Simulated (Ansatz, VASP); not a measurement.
# NiO in VASP and in Ansatz

```
Ni O
1.0
     0.00000    2.22188    2.22188
     2.22188    0.00000    2.22188
     2.22188    2.22188    0.00000
Ni O
1 1
Direct
  0.00000 0.00000 0.00000
  0.25000 0.25000 0.25000
```

Change from the starting cell: volume scaled by 0.975.

Alike in both runs: task single point; functional PBE; k mesh 14 × 14 × 14; occupations fermi-dirac, width 0.03 eV; collinear spin.

|  | VASP | Ansatz |
| --- | --- | --- |
| version | VASP 6.6.1 | Ansatz 0.2.0 |
| potentials or method | VASP PAW PBE potentials, release 64 (Ni, O), cutoff 520 eV | all-electron LAPW, scalar-relativistic |

Ansatz gave:

| Quantity | Value |
| --- | --- |
| pressure (GPa) | 4.0 |
| net moment per atom (μB) | 0.95 |
| size of the moment on the site where the two differ most (μB) | 1.51 |

Task: What did VASP give for the same quantities?

Result: Pressure (GPa): 4.0; net moment per atom (μB): 0.93; size of the moment on the site where the two differ most (μB): 1.46.

Site moments also hang on the region over which each program counts them. Ansatz ran all-electron here, so the differences hold the error of VASP's frozen core and of both bases.

Caveats: a cell with one magnetic atom can't hold antiferromagnetic order, which such compounds often take.
